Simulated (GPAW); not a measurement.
Crystal: BaTiO3.

```
Ba Ti O
1.0
     3.99980    0.00000    0.00000
     0.00000    3.99980    0.00000
     0.00000    0.00000    4.01800
Ba Ti O
1 1 3
Direct
  0.00000 0.00000 0.00000
  0.50000 0.50000 0.49000
  0.00000 0.50000 0.51700
  0.50000 0.00000 0.51700
  0.50000 0.50000 0.01900
```

Base run:

| Item | Value |
| --- | --- |
| Program | GPAW 26.7.0 |
| Functional | PBEsol |
| Potentials or basis | PAW data sets generated in the run's folder for this functional |
| Cutoff | 800 eV |
| Basis | pw |
| k mesh | 5 × 5 × 5 |
| Occupations | fermi-dirac, width 0.05 eV |
| Spin | no spin polarisation |
| Hubbard terms | Ti d U = 6 eV |

Its results: band gap on the k mesh 2.81 eV, indirect (least direct gap 2.96 eV); pressure 0.6 GPa; largest force 0.634 eV/Å.

Question: The run is repeated on the same cell with these changes: hubbard terms from Ti d U = 6 eV to Ti d U = 8 eV. What comes out?

Answer: Band gap on the k mesh 3.16 eV, indirect (least direct gap 3.31 eV); pressure 1.7 GPa; largest force 0.897 eV/Å.

Caveats: spin-orbit coupling is left out, which moves the levels of the heavy elements; the mesh misses the band edges, which the band path finds closer together.
